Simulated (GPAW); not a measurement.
Input of a GPAW 26.7.0 run:

Contents of run.py:

```python
import spglib
from ase import Atoms
from ase.dft.bandgap import bandgap
from ase.io import read, write
from ase.units import GPa
from gpaw import GPAW, PW

atoms = read('BP.cif')
cell, positions, numbers = spglib.find_primitive(
    (atoms.cell[:], atoms.get_scaled_positions(), atoms.numbers), symprec=1e-4)
atoms = Atoms(numbers, cell=cell, scaled_positions=positions, pbc=True)

calc = GPAW(mode=PW(800),
            xc='PBE',
            kpts={'size': (13, 13, 13), 'gamma': True},
            occupations={'name': 'fermi-dirac', 'width': 0.05},
            nbands=11,
            convergence={'density': 1e-05, 'energy': 1e-05},
            maxiter=80,
            txt='gpaw.txt')
atoms.calc = calc
energy = atoms.get_potential_energy()
forces = atoms.get_forces()
stress = atoms.get_stress()
calc.write('gs.gpw')
write('result.traj', atoms)
print(f'Energy: {energy:.6f} eV')
print('Forces (eV/A):')
print(forces.round(4))
print('Stress (GPa):', (stress / GPa).round(3))
print('Fermi level:', round(calc.get_fermi_level(), 4), 'eV')
print(f'Gap: {bandgap(calc)[0]:.4f} eV, direct: {bandgap(calc, direct=True)[0]:.4f} eV')
```

The input BP.cif:

```cif
data_BP
_cell_length_a 4.53800000
_cell_length_b 4.53800000
_cell_length_c 4.53800000
_cell_angle_alpha 90.00000000
_cell_angle_beta 90.00000000
_cell_angle_gamma 90.00000000
_space_group_name_H-M_alt 'F-43m'
_space_group_name_Hall 'F -4 2 3'
_space_group_IT_number 216
loop_
_space_group_symop_operation_xyz
'x,y,z'
'y,-x,-z'
'-x,-y,z'
'-y,x,-z'
'x,-y,-z'
'y,x,z'
'-x,y,-z'
'-y,-x,z'
'z,x,y'
'-z,y,-x'
'z,-x,-y'
'-z,-y,x'
'-z,x,-y'
'z,y,x'
'-z,-x,y'
'z,-y,-x'
'y,z,x'
'-x,-z,y'
'-y,z,-x'
'x,-z,-y'
'-y,-z,x'
'x,z,y'
'y,-z,-x'
'-x,z,-y'
'x,y+1/2,z+1/2'
'y,-x+1/2,-z+1/2'
'-x,-y+1/2,z+1/2'
'-y,x+1/2,-z+1/2'
'x,-y+1/2,-z+1/2'
'y,x+1/2,z+1/2'
'-x,y+1/2,-z+1/2'
'-y,-x+1/2,z+1/2'
'z,x+1/2,y+1/2'
'-z,y+1/2,-x+1/2'
'z,-x+1/2,-y+1/2'
'-z,-y+1/2,x+1/2'
'-z,x+1/2,-y+1/2'
'z,y+1/2,x+1/2'
'-z,-x+1/2,y+1/2'
'z,-y+1/2,-x+1/2'
'y,z+1/2,x+1/2'
'-x,-z+1/2,y+1/2'
'-y,z+1/2,-x+1/2'
'x,-z+1/2,-y+1/2'
'-y,-z+1/2,x+1/2'
'x,z+1/2,y+1/2'
'y,-z+1/2,-x+1/2'
'-x,z+1/2,-y+1/2'
'x+1/2,y,z+1/2'
'y+1/2,-x,-z+1/2'
'-x+1/2,-y,z+1/2'
'-y+1/2,x,-z+1/2'
'x+1/2,-y,-z+1/2'
'y+1/2,x,z+1/2'
'-x+1/2,y,-z+1/2'
'-y+1/2,-x,z+1/2'
'z+1/2,x,y+1/2'
'-z+1/2,y,-x+1/2'
'z+1/2,-x,-y+1/2'
'-z+1/2,-y,x+1/2'
'-z+1/2,x,-y+1/2'
'z+1/2,y,x+1/2'
'-z+1/2,-x,y+1/2'
'z+1/2,-y,-x+1/2'
'y+1/2,z,x+1/2'
'-x+1/2,-z,y+1/2'
'-y+1/2,z,-x+1/2'
'x+1/2,-z,-y+1/2'
'-y+1/2,-z,x+1/2'
'x+1/2,z,y+1/2'
'y+1/2,-z,-x+1/2'
'-x+1/2,z,-y+1/2'
'x+1/2,y+1/2,z'
'y+1/2,-x+1/2,-z'
'-x+1/2,-y+1/2,z'
'-y+1/2,x+1/2,-z'
'x+1/2,-y+1/2,-z'
'y+1/2,x+1/2,z'
'-x+1/2,y+1/2,-z'
'-y+1/2,-x+1/2,z'
'z+1/2,x+1/2,y'
'-z+1/2,y+1/2,-x'
'z+1/2,-x+1/2,-y'
'-z+1/2,-y+1/2,x'
'-z+1/2,x+1/2,-y'
'z+1/2,y+1/2,x'
'-z+1/2,-x+1/2,y'
'z+1/2,-y+1/2,-x'
'y+1/2,z+1/2,x'
'-x+1/2,-z+1/2,y'
'-y+1/2,z+1/2,-x'
'x+1/2,-z+1/2,-y'
'-y+1/2,-z+1/2,x'
'x+1/2,z+1/2,y'
'y+1/2,-z+1/2,-x'
'-x+1/2,z+1/2,-y'
loop_
_atom_site_label
_atom_site_type_symbol
_atom_site_symmetry_multiplicity
_atom_site_Wyckoff_symbol
_atom_site_fract_x
_atom_site_fract_y
_atom_site_fract_z
_atom_site_occupancy
P1 P 4 c 0.2500000000 0.2500000000 0.2500000000 1
B1 B 4 a 0.0000000000 0.0000000000 0.0000000000 1
```

Potentials or basis: GPAW PAW data sets (gpaw-data 1.2.1), pw.

Launch:

```sh
$ OMP_NUM_THREADS=1 python run.py
```

**Question.** What does it give for the pressure?

**Answer.** 1.4 GPa.

**Question.** What does it give for the band gap on the k mesh?

**Answer.** 1.26 eV, indirect (least direct gap 3.41 eV).

Caveat: an odd mesh through Γ misses points on the zone boundary, where band edges often lie.
